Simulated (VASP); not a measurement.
Bi, 2 atoms in the cell. It takes space group R-3m (No. 166, trigonal). Conventional cell: a = 4.535 Å, b = 4.535 Å, c = 11.814 Å, α = 90.00°, β = 90.00°, γ = 120.00°. Bi (site symmetry 3m) is surrounded by 6 Bi at 3.06 to 3.52 Å. 

* Program: VASP 6.6.1
* Task: relaxation of cell and atoms
* Functional: PBEsol
* Potentials or basis: VASP PAW PBE potentials, release 64 (Bi_d)
* Cutoff: 600 eV
* k mesh: 12 × 12 × 12
* Occupations: methfessel-paxton, width 0.1 eV
* Spin: no spin polarisation
* Further INCAR settings: ALGO = Normal; EDIFF = 1e-06; IBRION = 2; EDIFFG = -0.01; NSW = 90; ISIF = 3

Potentials or basis: VASP PAW PBE potentials, release 64 (Bi_d).

Command:

```bash
$ cat potpaw_PBE.64/Bi_d/POTCAR > POTCAR
$ mpirun -np 1 vasp_std > vasp.out
```

Hardware: 1 thread of Intel(R) Xeon(R) 6975P-C (Granite Rapids), with other jobs on the host.

Question: How long does it take, and how much memory?

Answer: Run time: 14 min on 1 thread of Intel(R) Xeon(R) 6975P-C (Granite Rapids), with other jobs on the host, peak memory 0.42 GiB. Counts: scf iterations 95, k points 189, ion steps 16.
